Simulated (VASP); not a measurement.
# InSb2As3 (P-3m1) in VASP: single point with PBE

Aim: the single point of InSb2As3 with PBE.

Everything below comes from runs of VASP 6.6.1. Logs are shortened: lines on timing, memory, paths and dates and some standing lists are left out, and cuts for length are marked.

### Step 1. The crystal as given

It takes space group P-3m1 (No. 164, trigonal). The conventional cell has a = 4.136 Å, b = 4.136 Å, c = 9.965 Å, α = 90.00°, β = 90.00°, γ = 120.00°. In (site symmetry -3m) is surrounded by 6 As at 2.91 Å. Sb (site symmetry 3m) has 6 As at 2.90 to 2.92 Å as nearest neighbours. As (site symmetry -3m) has 6 Sb at 2.92 Å as nearest neighbours. As (site symmetry 3m) is surrounded by 3 Sb at 2.90 Å and 3 In at 2.91 Å.

The cell was built by a generator and needn't be a form met in nature.

### Step 2. Single point, PBE

File INCAR:

```
SYSTEM = InSb2As3
PREC = Normal
ENCUT = 520
EDIFF = 1E-5
ISMEAR = 0
SIGMA = 0.15
LREAL = Auto
LASPH = .True.
NELM = 80
ALGO = Fast
ISIF = 2
LWAVE = .False.
LCHARG = .False.
GGA = PE
```

File KPOINTS:

```
Automatic mesh
0
Gamma
  6 6 3
  0 0 0
```

File POSCAR:

```
InSb2As3
1.0
    8.2713880000      0.0000000000      0.0000000000
   -2.0678470000      3.5816160000      0.0000000000
    0.0000000000      0.0000000000      9.9646600000
In Sb As
2 4 6
Direct
    0.0000000000      0.0000000000      0.5000000000
    0.5000000000      0.0000000000      0.5000000000
    0.3333335000      0.3333330000      0.8320460000
    0.8333335000      0.3333330000      0.8320460000
    0.1666665000      0.6666670000      0.1679540000
    0.6666665000      0.6666670000      0.1679540000
    0.0000000000      0.0000000000      0.0000000000
    0.5000000000      0.0000000000      0.0000000000
    0.1666665000      0.6666670000      0.6669950000
    0.6666665000      0.6666670000      0.6669950000
    0.3333335000      0.3333330000      0.3330050000
    0.8333335000      0.3333330000      0.3330050000
```

Potentials or basis: VASP PAW PBE potentials, release 64 (In_d, Sb, As).

On the command line:

```bash
$ cat potpaw_PBE.64/In_d/POTCAR potpaw_PBE.64/Sb/POTCAR potpaw_PBE.64/As/POTCAR > POTCAR
$ mpirun -np 1 vasp_std > vasp.out
```

OUTCAR:

```text
SYSTEM = InSb2As3
   PREC = Normal
   ENCUT = 520
   EDIFF = 1E-5
   ISMEAR = 0
   LREAL = Auto
   LASPH = .True.
   NELM = 80
   ISIF = 2
   GGA = PE

 ion  position               nearest neighbor table
   1  0.000  0.000  0.500-   9 2.91  12 2.91   9 2.91  12 2.91  10 2.91  11 2.91
   2  0.500  0.000  0.500-  10 2.91  11 2.91  10 2.91  11 2.91  12 2.91   9 2.91
   3  0.333  0.333  0.832-   9 2.90  10 2.90   9 2.90   8 2.92   8 2.92   7 2.92
   4  0.833  0.333  0.832-  10 2.90   9 2.90  10 2.90   7 2.92   7 2.92   8 2.92
   5  0.167  0.667  0.168-  11 2.90  12 2.90  11 2.90   7 2.92   7 2.92   8 2.92
   6  0.667  0.667  0.168-  12 2.90  11 2.90  12 2.90   8 2.92   8 2.92   7 2.92
   7  0.000  0.000  0.000-   4 2.92   5 2.92   5 2.92   4 2.92   6 2.92   3 2.92
   8  0.500  0.000  0.000-   3 2.92   6 2.92   6 2.92   3 2.92   4 2.92   5 2.92
   9  0.167  0.667  0.667-   3 2.90   4 2.90   3 2.90   1 2.91   1 2.91   2 2.91
  10  0.667  0.667  0.667-   4 2.90   3 2.90   4 2.90   2 2.91   2 2.91   1 2.91
  11  0.333  0.333  0.333-   5 2.90   6 2.90   5 2.90   2 2.91   2 2.91   1 2.91
  12  0.833  0.333  0.333-   6 2.90   5 2.90   6 2.90   1 2.91   1 2.91   2 2.91

  Warning from LATTYP: Monoclinic adjustment (A1->A3, A2->A1, A3->A2)!
  LATTYP: Found a simple orthorhombic cell.
 ALAT       =     4.1356939426
 B/A-ratio  =     1.7320508236
 C/A-ratio  =     2.4094287774

  Lattice vectors:

 A1 = (   2.0678470000,  -3.5816160000,   0.0000000000)
 A2 = (   6.2035410000,   3.5816160000,   0.0000000000)
 A3 = (   0.0000000000,   0.0000000000,   9.9646600000)

Analysis of symmetry for initial positions (statically):
=====================================================================
 Subroutine PRICEL returns following result:

  LATTYP: Found a hexagonal cell.
 ALAT       =     4.1356940000
 C/A-ratio  =     2.4094287440

  Lattice vectors:

 A1 = (   4.1356940000,   0.0000000000,   0.0000000000)
 A2 = (  -2.0678470000,   3.5816160000,   0.0000000000)
 A3 = (   0.0000000000,   0.0000000000,   9.9646600000)

   2 primitive cells build up your supercell.

 Routine SETGRP: Setting up the symmetry group for a
 simple orthorhombic supercell.

 Subroutine GETGRP returns: Found  4 space group operations
 (whereof  4 operations were pure point group operations)
 out of a pool of  8 trial point group operations.

The static configuration has the point symmetry C_2h.

Analysis of symmetry for dynamics (positions and initial velocities):
=====================================================================
 Subroutine PRICEL returns following result:

  LATTYP: Found a hexagonal cell.
 ALAT       =     4.1356940000
 C/A-ratio  =     2.4094287440

  Lattice vectors:

 A1 = (   4.1356940000,   0.0000000000,   0.0000000000)
 A2 = (  -2.0678470000,   3.5816160000,   0.0000000000)
 A3 = (   0.0000000000,   0.0000000000,   9.9646600000)

   2 primitive cells build up your supercell.

 Routine SETGRP: Setting up the symmetry group for a
 simple orthorhombic supercell.

 Subroutine GETGRP returns: Found  4 space group operations
 (whereof  4 operations were pure point group operations)
 out of a pool of  8 trial point group operations.

The dynamic configuration has the point symmetry C_2h.

 Subroutine INISYM returns: Found  4 space group operations
 (whereof  4 operations are pure point group operations),
 and found     2 'primitive' translations

----------------------------------------------------------------------------------------

                                     Primitive cell

  volume of cell :     147.6012

  direct lattice vectors                    reciprocal lattice vectors
     4.135694000  0.000000000  0.000000000     0.241797386  0.139601789  0.000000000
    -2.067847000  3.581616000  0.000000000     0.000000000  0.279203577  0.000000000
     0.000000000  0.000000000  9.964660000     0.000000000  0.000000000  0.100354653

  length of vectors
     4.135694000  4.135693943  9.964660000     0.279203574  0.279203577  0.100354653

  position of ions in fractional coordinates (direct lattice)
     0.000000000  0.000000000  0.500000000
     0.666667000  0.333333000  0.832046000
     0.333333000  0.666667000  0.167954000
     0.000000000  0.000000000  0.000000000
     0.333333000  0.666667000  0.666995000
     0.666667000  0.333333000  0.333005000

  ion indices of the primitive-cell ions
   primitive index   ion index
                 1           1
                 2           4
                 3           5
                 4           7
                 5           9
                 6          12

----------------------------------------------------------------------------------------

 KPOINTS: Automatic mesh

Automatic generation of k-mesh.
 Grid dimensions read from file:
 generate k-points for:    6    6    3

 Generating k-lattice:

  Cartesian coordinates                     Fractional coordinates (reciprocal lattice)
     0.020149782  0.011633482  0.000000000     0.166666667 -0.000000000  0.000000000
     0.000000000  0.046533930  0.000000000     0.000000000  0.166666667  0.000000000
     0.000000000  0.000000000  0.033451551     0.000000000  0.000000000  0.333333333

  Length of vectors
     0.023266964  0.046533930  0.033451551

  Shift w.r.t. Gamma in fractional coordinates (k-lattice)
     0.000000000  0.000000000  0.000000000

 Subroutine IBZKPT returns following result:
 ===========================================

 Found     40 irreducible k-points:

 Following reciprocal coordinates:
            Coordinates               Weight
  0.000000  0.000000  0.000000      1.000000
  0.166667 -0.000000  0.000000      2.000000
  0.333333  0.000000  0.000000      2.000000
  0.500000 -0.000000  0.000000      1.000000
  0.000000  0.166667  0.000000      4.000000
  0.166667  0.166667  0.000000      4.000000
[... 16 lines left out ...]
  0.000000  0.166667  0.333333      4.000000
  0.333333 -0.166667 -0.333333      4.000000
 [... further k-points ...]
   k-points           NKPTS =     40   k-points in BZ     NKDIM =     40   number of bands    NBANDS=     45
   number of dos      NEDOS =    301   number of ions     NIONS =     12
   total plane-waves  NPLWV =  64512
   dimension x,y,z NGX =    48 NGY =   24 NGZ =   56
   dimension x,y,z NGXF=    96 NGYF=   48 NGZF=  112
   ions per type =               2   4   6
   NGX,Y,Z   is equivalent  to a cutoff of   9.65,  9.65,  9.34 a.u.
   NGXF,Y,Z  is equivalent  to a cutoff of  19.29, 19.29, 18.69 a.u.
 SYSTEM =  InSb2As3
   PREC   = normal    normal or accurate (medium, high low for compatibility)
   ISTART =      0    job   : 0-new  1-cont  2-samecut
   ICHARG =      2    charge: 1-file 2-atom 10-const
   ISPIN  =      1    spin polarized calculation?
   LNONCOLLINEAR =      F non collinear calculations
   LSORBIT =      F    spin-orbit coupling
   LASPH  =      T    aspherical Exc in radial PAW
   ENCUT  =  520.0 eV  38.22 Ry    6.18 a.u.  15.38  7.69 18.53*2*pi/ulx,y,z
   NELM   =     80;   NELMIN=  2; NELMDL= -5     # of ELM steps
   EDIFF  = 0.1E-04   stopping-criterion for ELM
   LREAL  =      T    real-space projection
   EDIFFG = 0.1E-03   stopping-criterion for IOM
   NSW    =      0    number of steps for IOM
   IBRION =     -1    ionic relax: 0-MD 1-quasi-New 2-CG
   NFREE  =      0    steps in history (QN), initial steepest desc. (CG)
   ISIF   =      2    stress and relaxation
   ISYM   =      2    0-nonsym 1-usesym 2-fastsym
   POTIM  = 0.5000    time-step for ionic-motion
   TEBEG  =    0.0;   TEEND  =   0.0 temperature during run
   PSTRESS=    0.0 pullay stress
   NELECT =      76.0000    total number of electrons
   NUPDOWN=      -1.0000    fix difference up-down
   EMIN   =  10.00;   EMAX   =-10.00  energy-range for DOS
   EFERMI =   0.00;   METHOD = LEGACY
   ISMEAR =     0;   SIGMA  =   0.15  broadening in eV -4-tet -1-fermi 0-gaus
   EFERMI_NEDOS =   21; number of points for ismear=-14 and -15
   IALGO  =     68    algorithm
   IMIX   =      4    mixing-type and parameters
     AMIX     =   0.40;   BMIX     =  1.00
     AMIX_MAG =   1.60;   BMIX_MAG =  1.00
  volume/ion in A,a.u.               =      24.60       166.01
  Fermi-wavevector in a.u.,A,eV,Ry     =   1.041452  1.968060 14.757191  1.084623
  Thomas-Fermi vector in A             =   2.176074
   LORBIT       =      0    0 simple, 1 ext, 2 COOP (PROOUT), +10 PAW based schemes
   GGA     = PE    functional components
   LHFCALC =     F    Hartree Fock is set to
   AEXX    =    0.0000 exact exchange contribution
   IVDW    =     0    specifies the selected vdW correction
   LEPSILON=     F    determine dielectric tensor
   LRPA    =     F    only Hartree local field effects (RPA)
 non-spin polarized calculation
 RMM-DIIS sequential band-by-band and
 Gauss-broadening in eV      SIGMA  =   0.15
  energy-cutoff  :      520.00
  volume of cell :      295.20
 maximum number of plane-waves:      8021
   NGX = 31   NGY = 15   NGZ = 37

 number of electron      76.0000015 magnetization

 Free energy of the ion-electron system (eV)
  ---------------------------------------------------
  ext. energy  EPLUGINS =         0.00000000
  ---------------------------------------------------
  free energy    TOTEN  =       -49.60843442 eV

  energy without entropy =      -49.53981908  energy(sigma->0) =      -49.57412675

 E-fermi :   6.4115     XC(G=0):  -9.9792

 val. band max:        6.3994894775   @ k =  -0.1667   0.1667   0.0000
 cond. band min:       6.4153820854   @ k =   0.0000   0.3333   0.0000
 fundamental gap:      0.0158926079
 Fermi energy:         6.4115079862

 k-point     1 :       0.0000    0.0000    0.0000
  band No.  band energies     occupation
      1      -8.1863      2.00000
      2      -8.0665      2.00000
      3      -8.0657      2.00000
      4      -8.0523      2.00000
      5      -8.0325      2.00000
      6      -8.0290      2.00000
[... 37 lines left out ...]
     44       8.4659      0.00000
     45       8.5123      0.00000

 k-point     2 :       0.1667   -0.0000    0.0000
  band No.  band energies     occupation
      1      -8.1789      2.00000
      2      -8.0740      2.00000
      3      -8.0643      2.00000
      4      -8.0523      2.00000
      5      -8.0311      2.00000
      6      -8.0266      2.00000
[... 37 lines left out ...]
     44       8.5085      0.00000
     45       8.8130      0.00000

 k-point     3 :       0.3333    0.0000    0.0000
  band No.  band energies     occupation
      1      -8.1580      2.00000
      2      -8.0972      2.00000
      3      -8.0593      2.00000
      4      -8.0527      2.00000
      5      -8.0271      2.00000
      6      -8.0215      2.00000
[... 37 lines left out ...]
     44       8.2795      0.00000
     45       8.8298      0.00000

 k-point     4 :       0.5000   -0.0000    0.0000
  band No.  band energies     occupation
      1      -8.1283      2.00000
      2      -8.1283      2.00000
      3      -8.0548      2.00000
      4      -8.0548      2.00000
      5      -8.0223      2.00000
      6      -8.0223      2.00000
[... 901 lines left out ...]
     44       8.6773      0.00000
     45       9.0162      0.00000

 k-point    23 :       0.0000    0.1667    0.3333
  band No.  band energies     occupation
      1      -8.1628      2.00000
      2      -8.0983      2.00000
      3      -8.0746      2.00000
      4      -8.0585      2.00000
      5      -8.0209      2.00000
      6      -8.0207      2.00000
[... 37 lines left out ...]
     44       8.7328      0.00000
     45       8.9190      0.00000

 k-point    24 :       0.3333   -0.1667   -0.3333
  band No.  band energies     occupation
      1      -8.1627      2.00000
      2      -8.0982      2.00000
      3      -8.0746      2.00000
      4      -8.0585      2.00000
      5      -8.0208      2.00000
      6      -8.0207      2.00000
[... 37 lines left out ...]
     44       8.4894      0.00000
     45       8.6823      0.00000

 [... further k-points ...]
[... 5 lines left out ...]
  --------------------------------------------------------------------------------------
  -------------------------------------------------------------------------------------
  Total       -0.1295569     -0.1300223      1.2553747      0.0004030     -0.2281805     -0.3952202
  in kB       -0.7031554     -0.7056811      6.8134029      0.0021873     -1.2384235     -2.1450126
  external PRESSURE =       1.8015221 kB  Pullay stress =       0.0000000 kB

 VOLUME and BASIS-vectors are now :
 -----------------------------------------------------------------------------
  energy-cutoff  :      520.00
  volume of cell :      295.20
      direct lattice vectors                 reciprocal lattice vectors
     8.271388000  0.000000000  0.000000000     0.120898693  0.069800894  0.000000000
    -2.067847000  3.581616000  0.000000000     0.000000000  0.279203577  0.000000000
     0.000000000  0.000000000  9.964660000     0.000000000  0.000000000  0.100354653

 POSITION                                       TOTAL-FORCE (eV/Angst)
 -----------------------------------------------------------------------------------
      0.00000      0.00000      4.98233        -0.000000      0.000000      0.000000
      4.13569      0.00000      4.98233        -0.000000     -0.000000      0.000000
      2.06785      1.19387      8.29106         0.011753      0.006786      0.021077
      6.20354      1.19387      8.29106         0.011753      0.006786      0.021077
     -0.00000      2.38775      1.67360        -0.011753     -0.006786     -0.021077
      4.13569      2.38775      1.67360        -0.011753     -0.006786     -0.021077
      0.00000      0.00000      0.00000        -0.000000      0.000000      0.000000
      4.13569      0.00000      0.00000        -0.000000      0.000000      0.000000
     -0.00000      2.38775      6.64638         0.003631      0.002096     -0.009934
      4.13569      2.38775      6.64638         0.003631      0.002096     -0.009934
      2.06785      1.19387      3.31828        -0.003631     -0.002096      0.009934
      6.20354      1.19387      3.31828        -0.003631     -0.002096      0.009934
 -----------------------------------------------------------------------------------
    total drift:                               -0.000000      0.000000     -0.000000

  FREE ENERGIE OF THE ION-ELECTRON SYSTEM (eV)
  ---------------------------------------------------
  free  energy   TOTEN  =       -49.6084344236 eV

  energy  without entropy=      -49.5398190770  energy(sigma->0) =      -49.57412675
```

Wall time 5.9 min (1 thread of Intel Xeon Platinum 8259CL at 2.50GHz (Skylake/Cascade Lake), shared host); peak memory 0.45 GiB.

Results:

```
Free energy            : -49.6084 eV
Pressure               : 0.2 GPa
Largest force          : 0.025 eV/Å
Band gap on the k mesh : none (metal or under the smearing width)
```

Forces in eV/Å, atoms in the order of the input:
```
In   0.000  0.000  0.000
In   0.000  0.000  0.000
Sb   0.012  0.007  0.021
Sb   0.012  0.007  0.021
Sb  -0.012 -0.007 -0.021
Sb  -0.012 -0.007 -0.021
As   0.000  0.000  0.000
As   0.000  0.000  0.000
As   0.004  0.002 -0.010
As   0.004  0.002 -0.010
As  -0.004 -0.002  0.010
As  -0.004 -0.002  0.010
```

Stress tensor (GPa, compression positive):
```
-0.07  0.00 -0.21
 0.00 -0.07 -0.12
-0.21 -0.12  0.68
```

Levels at points of the mesh, in eV from the Fermi level:
```
           k point  band 35  band 36  band 37  band 38  band 39  band 40  band 41  band 42
(0.00, 0.00, 0.00)    -0.97    -0.93    -0.82    -0.82     0.04     0.20     1.02     1.02
(0.50, 0.00, 0.00)    -0.98    -0.98    -0.08    -0.08     0.66     0.66     1.48     1.48
(0.00, 0.50, 0.00)    -1.56    -1.56    -0.97    -0.97    -0.93    -0.93     2.15     2.16
(0.50, 0.50, 0.00)    -1.00    -1.00    -0.94    -0.94     0.09     0.09     1.71     1.71
```

Spin-orbit coupling is left out, which matters for the levels of Sb.
